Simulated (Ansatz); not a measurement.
# armchair graphene nanoribbon (N = 7, H edges): bands under strain, part 3 of 3

Aim: is the armchair graphene nanoribbon (N = 7, H edges) a metal or a semiconductor?

The experiment to be reproduced. Scanning tunnelling spectroscopy of long 7-armchair ribbons on Au(111) gives a gap of 2.3 eV (Talirz et al., ChemPhysChem (2019), arXiv:1910.01385).

Ansatz 0.2.0; DFT PBE, plane waves, PAW; relaxation of a wire's period (the session's first sound run).

So far, band gap (eV): step 3 (the wire at its relaxed period) 1.57; step 4 (relaxing the atoms, period over the relaxed period 0.96, k-mesh …) 1.52; step 5 (relaxing the atoms, period over the relaxed period 0.98, k-mesh …) 1.68.

### Step 6. Strain along the wire, period over the relaxed period 1.02, k-mesh 1×1×14

Level of this step: DFT PBE, plane waves, PAW; relaxation at a fixed period (Ansatz).

The period is set to 1.02 times the relaxed one and the atoms relax within it: strain changes bond lengths and angles, which shifts the bands against each other. Against the first PBE run of this kind, the mesh along the wire has 14 points against 19.

The cell differs from the one that the last finished run ended in (c 4.214 → 4.386 Å).

The input, input.yaml:

```yaml
crystal:
  lattice:
    - [16.232, 0.0, 0.0]
    - [0.0, 7.0, 0.0]
    - [0.0, 0.0, 4.3860290765]
  atoms:
    - { symbol: C, position: [0.27385413, 0.5, 0.00734667] }
    - { symbol: C, position: [0.423840937, 0.5, 0.999763471] }
    - { symbol: C, position: [0.576159063, 0.5, 0.999763471] }
    - { symbol: C, position: [0.72614587, 0.5, 0.00734667] }
    - { symbol: C, position: [0.27385413, 0.5, 0.325986664] }
    - { symbol: C, position: [0.423840937, 0.5, 0.333569862] }
    - { symbol: C, position: [0.576159063, 0.5, 0.333569862] }
    - { symbol: C, position: [0.72614587, 0.5, 0.325986664] }
    - { symbol: H, position: [0.214785855, 0.5, 0.445423802] }
    - { symbol: H, position: [0.785214145, 0.5, 0.445423802] }
    - { symbol: C, position: [0.348108831, 0.5, 0.499186514] }
    - { symbol: C, position: [0.5, 0.5, 0.501336219] }
    - { symbol: C, position: [0.651891169, 0.5, 0.499186514] }
    - { symbol: C, position: [0.348108831, 0.5, 0.834146819] }
    - { symbol: C, position: [0.5, 0.5, 0.831997114] }
    - { symbol: C, position: [0.651891169, 0.5, 0.834146819] }
    - { symbol: H, position: [0.214785855, 0.5, 0.887909532] }
    - { symbol: H, position: [0.785214145, 0.5, 0.887909532] }
kpoints:
  mp_grid: { grid: [1, 1, 14] }
  band_path: { path: ["Γ", Z], npoints: 90 }
scf:
  occupations: { method: fermi_dirac, width: 0.05 }
hamiltonian:
  xc: pbe
relax:
  max_steps: 40
  f_tol: 0.02
output:
  stress: true
```

Launch:

```
$ ansatz run input.yaml --threads 4 --pin off --max-ram 16384MiB --backend cpu --events-out ev --progress --plain --runs-dir out
```

Numbers of over 12 decimals in the logs are rounded to 6 here.

The log of the run:

```text
[...]
Crystal: 18 atoms, lattice volume = 498.358 Å³
Basis set: ecut = 420 eV, 9759 PW (Γ), exchange–correlation on 240×96×60 points (8 copies of the dense FFT grid, shifted against one another)
Bands: 48, of which v1, the nominal top of the filled ones, is band 30 counted from 1 (29 counted from 0)
Symmetry: 8 space group operations
[...]
- { symbol: H, position: [0.784571, 0.5, 0.439115] }
    - { symbol: C, position: [0.348522, 0.5, 0.499693] }
    - { symbol: C, position: [0.500000, 0.5, 0.501858] }
    - { symbol: C, position: [0.651478, 0.5, 0.499693] }
    - { symbol: C, position: [0.348522, 0.5, 0.833640] }
    - { symbol: C, position: [0.500000, 0.5, 0.831475] }
    - { symbol: C, position: [0.651478, 0.5, 0.833640] }
    - { symbol: H, position: [0.215429, 0.5, 0.894218] }
    - { symbol: H, position: [0.784571, 0.5, 0.894218] }
[key lines of the parts left out:]
SCF converged after 4 iterations
Free energy (F): -3576.286857 eV
Fermi energy:    -1.052978 eV
P = ⅓ Tr σ = -1.4363 GPa (-14.363 kbar)
```

It took 26 s on 4 threads of Arm Neoverse V1, shared host; peak memory 1.5 GiB; 100 s of CPU time.

Relaxation path:

```
step  energy less that of the first step (eV)  largest force component (eV/Å)
   1                                   0.0000                          0.6214
   2                                  -0.0232                          0.1984
   3                                  -0.0256                          0.0336
   4                                  -0.0257                          0.0062
```

The run keeps the 8 symmetry operations that it works with, so distortions that break them were not tested.

The atoms that moved most (Å):

```
atom      dx     dy      dz  length
 H10  -0.010  0.000  -0.028   0.030
  H9   0.010  0.000  -0.028   0.030
 H18  -0.010  0.000   0.028   0.030
 H17   0.010  0.000   0.028   0.030
  C8  -0.017  0.000  -0.009   0.019
  C5   0.017  0.000  -0.009   0.019
  C4  -0.017  0.000   0.009   0.019
  C1   0.017  0.000   0.009   0.019
```

The relaxed structure:

```cif
data_structure
_symmetry_space_group_name_H-M 'P 1'
_symmetry_Int_Tables_number 1
_cell_length_a 16.2320
_cell_length_b 7.0000
_cell_length_c 4.3860
_cell_angle_alpha 90.000
_cell_angle_beta 90.000
_cell_angle_gamma 90.000
_cell_volume 498.36
loop_
_atom_site_label
_atom_site_type_symbol
_atom_site_fract_x
_atom_site_fract_y
_atom_site_fract_z
_atom_site_occupancy
C1 C 0.27488 0.50000 0.00930 1
C2 C 0.42408 0.50000 0.00012 1
C3 C 0.57592 0.50000 0.00012 1
C4 C 0.72512 0.50000 0.00930 1
C5 C 0.27488 0.50000 0.32403 1
C6 C 0.42408 0.50000 0.33321 1
C7 C 0.57592 0.50000 0.33321 1
C8 C 0.72512 0.50000 0.32403 1
H9 H 0.21543 0.50000 0.43912 1
H10 H 0.78457 0.50000 0.43912 1
C11 C 0.34852 0.50000 0.49969 1
C12 C 0.50000 0.50000 0.50186 1
C13 C 0.65148 0.50000 0.49969 1
C14 C 0.34852 0.50000 0.83364 1
C15 C 0.50000 0.50000 0.83148 1
C16 C 0.65148 0.50000 0.83364 1
H17 H 0.21543 0.50000 0.89422 1
H18 H 0.78457 0.50000 0.89422 1
```

The electronic bands at the labelled points (eV, zero at the Fermi level):

```
  point  band 27  band 28  band 29  band 30  band 31  band 32  band 33  band 34
      Γ    -2.66    -2.12    -1.08    -0.68     0.68     0.91     1.54     2.73
halfway    -3.56    -2.75    -2.45    -1.75     1.57     2.35     2.69     3.19
      Z    -4.40    -3.36    -3.04    -2.33     1.86     2.84     3.14     4.50
```

The gap is 1.36 eV, against 1.57 eV under PBE at the relaxed period.

### Step 7. At a strained period, period over the relaxed period 1.04, k-mesh 1×1×14

The period is set to 1.04 times the relaxed one and the atoms relax within it: strain changes bond lengths and angles, which shifts the bands against each other. Against the first PBE run of this kind, the mesh along the wire has 14 points against 19.

The cell differs from the one that the last finished run ended in (c 4.386 → 4.472 Å).

input.yaml, as its differences from that of step 6:

```diff
@@ -4,3 +4,3 @@
     - [0.0, 7.0, 0.0]
-    - [0.0, 0.0, 4.3860290765]
+    - [0.0, 0.0, 4.4720296466]
   atoms:
```

The log of the run:

```text
[...]
Crystal: 18 atoms, lattice volume = 508.130 Å³
Basis set: ecut = 420 eV, 9935 PW (Γ), exchange–correlation on 240×96×60 points (8 copies of the dense FFT grid, shifted against one another)
Bands: 48, of which v1, the nominal top of the filled ones, is band 30 counted from 1 (29 counted from 0)
Symmetry: 8 space group operations
[...]
- { symbol: C, position: [0.348849, 0.500000, 0.499978] }
    - { symbol: C, position: [0.500000, 0.500000, 0.502111] }
    - { symbol: C, position: [0.651151, 0.500000, 0.499978] }
    - { symbol: C, position: [0.348849, 0.500000, 0.833356] }
    - { symbol: C, position: [0.500000, 0.500000, 0.831223] }
    - { symbol: C, position: [0.651151, 0.500000, 0.833356] }
    - { symbol: H, position: [0.215969, 0.500000, 0.900758] }
    - { symbol: H, position: [0.784031, 0.500000, 0.900758] }
[key lines of the parts left out:]
SCF converged after 5 iterations
Free energy (F): -3575.894534 eV
Fermi energy:    -1.151843 eV
P = ⅓ Tr σ = -2.7495 GPa (-27.495 kbar)
```

Elapsed: 28 s, on 4 threads; peak memory 1.5 GiB; 1.8 min of CPU time.

Step by step:

```
step  energy less that of the first step (eV)  largest force component (eV/Å)
   1                                   0.0000                          1.0696
   2                                  -0.0862                          0.3627
   3                                  -0.0949                          0.0590
   4                                  -0.0949                          0.0300
   5                                  -0.0950                          0.0053
```

The run keeps the 8 symmetry operations that it works with, so distortions that break them were not tested.

The atoms that moved most (Å):

| atom | dx | dy | dz | length |
| --- | --- | --- | --- | --- |
| H10 | -0.019 | 0.000 | -0.057 | 0.061 |
| H9 | 0.019 | 0.000 | -0.057 | 0.061 |
| H18 | -0.019 | 0.000 | 0.057 | 0.061 |
| H17 | 0.019 | 0.000 | 0.057 | 0.061 |
| C5 | 0.032 | 0.000 | -0.017 | 0.037 |
| C8 | -0.032 | 0.000 | -0.017 | 0.037 |
| C1 | 0.032 | 0.000 | 0.017 | 0.037 |
| C4 | -0.032 | 0.000 | 0.017 | 0.037 |

Final coordinates:

```xyz
18
Lattice="16.2320 0.0000 0.0000 0.0000 7.0000 0.0000 0.0000 0.0000 4.4720" Properties=species:S:1:pos:R:3
C     4.4775    3.5000    0.0501
C     6.8873    3.5000    4.4730
C     9.3447    3.5000    4.4730
C    11.7545    3.5000    0.0501
C     4.4775    3.5000    1.4406
C     6.8873    3.5000    1.4897
C     9.3447    3.5000    1.4897
C    11.7545    3.5000    1.4406
H     3.5056    3.5000    1.9345
H    12.7264    3.5000    1.9345
C     5.6625    3.5000    2.2359
C     8.1160    3.5000    2.2455
C    10.5695    3.5000    2.2359
C     5.6625    3.5000    3.7268
C     8.1160    3.5000    3.7173
C    10.5695    3.5000    3.7268
H     3.5056    3.5000    4.0282
H    12.7264    3.5000    4.0282
```

Electronic bands along the path, in eV, zero at the Fermi level:

| point | band 27 | band 28 | band 29 | band 30 | band 31 | band 32 | band 33 | band 34 |
| --- | --- | --- | --- | --- | --- | --- | --- | --- |
| Γ | -2.53 | -2.24 | -1.19 | -0.58 | 0.58 | 0.95 | 1.53 | 2.79 |
| halfway | -3.57 | -2.74 | -2.34 | -1.69 | 1.56 | 2.30 | 2.66 | 3.23 |
| Z | -4.30 | -3.29 | -2.93 | -2.22 | 1.87 | 2.81 | 3.18 | 4.49 |

The gap is 1.15 eV, against 1.57 eV under PBE at the relaxed period.

### Step 8. Strain along the wire, period over the relaxed period 1.06, k-mesh 1×1×14

The period is set to 1.06 times the relaxed one and the atoms relax within it: strain changes bond lengths and angles, which shifts the bands against each other. Against the first PBE run of this kind, the mesh along the wire has 14 points against 19.

The cell differs from the one that the last finished run ended in (c 4.472 → 4.558 Å).

input.yaml, as its differences from that of step 7:

```diff
@@ -4,3 +4,3 @@
     - [0.0, 7.0, 0.0]
-    - [0.0, 0.0, 4.4720296466]
+    - [0.0, 0.0, 4.5580302167]
   atoms:
```

The log of the run:

```text
[...]
Crystal: 18 atoms, lattice volume = 517.902 Å³
Basis set: ecut = 420 eV, 10139 PW (Γ), exchange–correlation on 240×96×64 points (8 copies of the dense FFT grid, shifted against one another)
Bands: 48, of which v1, the nominal top of the filled ones, is band 30 counted from 1 (29 counted from 0)
Symmetry: 8 space group operations
[...]
- { symbol: C, position: [0.349091, 0.500000, 0.499963] }
    - { symbol: C, position: [0.5, 0.500000, 0.502080] }
    - { symbol: C, position: [0.650909, 0.500000, 0.499963] }
    - { symbol: C, position: [0.349091, 0.500000, 0.833370] }
    - { symbol: C, position: [0.5, 0.500000, 0.831253] }
    - { symbol: C, position: [0.650909, 0.500000, 0.833370] }
    - { symbol: H, position: [0.216403, 0.500000, 0.907244] }
    - { symbol: H, position: [0.783597, 0.500000, 0.907244] }
[key lines of the parts left out:]
SCF converged after 4 iterations
Free energy (F): -3575.275601 eV
Fermi energy:    -1.246602 eV
P = ⅓ Tr σ = -3.9182 GPa (-39.182 kbar)
```

Run time: 29 s. Hardware: 4 threads; peak memory 1.5 GiB; 1.9 min of CPU time.

The gap is 0.948 eV, against 1.57 eV under PBE at the relaxed period.

### Step 9. Side by side

Times are for 4 threads of Arm Neoverse V1, shared host. Results by setting:

| no. | period over the relaxed period | k-mesh | free energy less the lowest (eV) | pressure (GPa) | band gap (eV) | time | memory (GiB) |
| --- | --- | --- | --- | --- | --- | --- | --- |
| 1 | 0.96 | 1×1×15 | 0.4733 | 3.501 | 1.519 | 26 s | 1.4 |
| 2 | 0.98 | 1×1×15 | 0.01044 | 1.677 | 1.680 | 25 s | 1.4 |
| 3 | 1.02 | 1×1×14 | 0 | -1.436 | 1.359 | 26 s | 1.5 |
| 4 | 1.04 | 1×1×14 | 0.3923 | -2.749 | 1.152 | 28 s | 1.5 |
| 5 | 1.06 | 1×1×14 | 1.011 | -3.918 | 0.9481 | 29 s | 1.5 |

### Step 10. Results

```json
{
 "cell length, PBE": "4.300 Å",
 "gap, PBE": "1.57 eV",
 "gap, period scaled by 0.96": "1.52 eV",
 "gap, period scaled by 0.98": "1.68 eV",
 "gap, period scaled by 1.02": "1.36 eV",
 "gap, period scaled by 1.04": "1.15 eV",
 "gap, period scaled by 1.06": "0.948 eV",
 "gap, measured": "2.3 eV (Talirz et al., ChemPhysChem (2019), arXiv:1910.01385)"
}
```

What this shows: Under PBE the cell's length is 4.30 Å, and a gap of 1.57 eV makes it a semiconductor. Against the measured 2.3 eV: PBE 1.57 (-0.73). The comparison is loose: the measured ribbon lies on gold, which screens it, and a tunnelling gap is a quasiparticle gap, while these are Kohn-Sham gaps of the free ribbon. Strain matters: under PBE the gap goes from 1.57 eV to 1.52 eV at 0.96 times the period, 1.68 eV at 0.98 times the period, 1.36 eV at 1.02 times the period, 1.15 eV at 1.04 times the period and 0.948 eV at 1.06 times the period.

[Logs are printed without paths, hosts, clocks, repeated set-up lines and the standing remarks that a program may print on its own settings, such as how far it seeks lower states.]

[Hosts, paths, dates, database ids (printed as entryN), source tags and the programs' standing remarks are cut or masked in the printed files.]
